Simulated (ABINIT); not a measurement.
GaP:

```
Ga P
1.0
     0.00000    2.72525    2.72525
     2.72525    0.00000    2.72525
     2.72525    2.72525    0.00000
Ga P
1 1
Direct
  0.00000 0.00000 0.00000
  0.75000 0.75000 0.75000
```

| Quantity | Value |
| --- | --- |
| Program | ABINIT 10.8.3 (patched build) |
| Task | relaxation of cell and atoms |
| Functional | PBE |
| Potentials or basis | PseudoDojo NC FR PBE v0.4 standard |
| Cutoff | 1088 eV |
| k mesh | 6 × 6 × 6 |
| Occupations | fermi-dirac, width 0.05 eV |
| Spin | spin-orbit coupling, no magnetisation |

At the start: pressure 2.7 GPa; volume 20.24 Å³/atom.

Question: How do energy, volume and symmetry change on relaxing?

Answer: Over 4 steps the energy falls by 5.4 meV/atom and the volume is 20.90 Å³/atom (+3.3 %); space group F-43m (No. 216, to 0.05 Å).

The path:
```csv
step,energy change (eV),largest force (eV/Å),pressure (GPa),volume (Å³)
1,0.0000,0.0000,2.67,40.48
2,-0.0048,0.0000,1.96,40.81
3,-0.0107,0.0000,0.08,41.76
4,-0.0107,0.0000,0.00,41.81
```

Final structure:
```
CELL_PARAMETERS angstrom
0.00000 2.75467 2.75467
2.75467 0.00000 2.75467
2.75467 2.75467 0.00000
ATOMIC_POSITIONS crystal
Ga 0.00000 0.00000 0.00000
P 0.75000 0.75000 0.75000
```
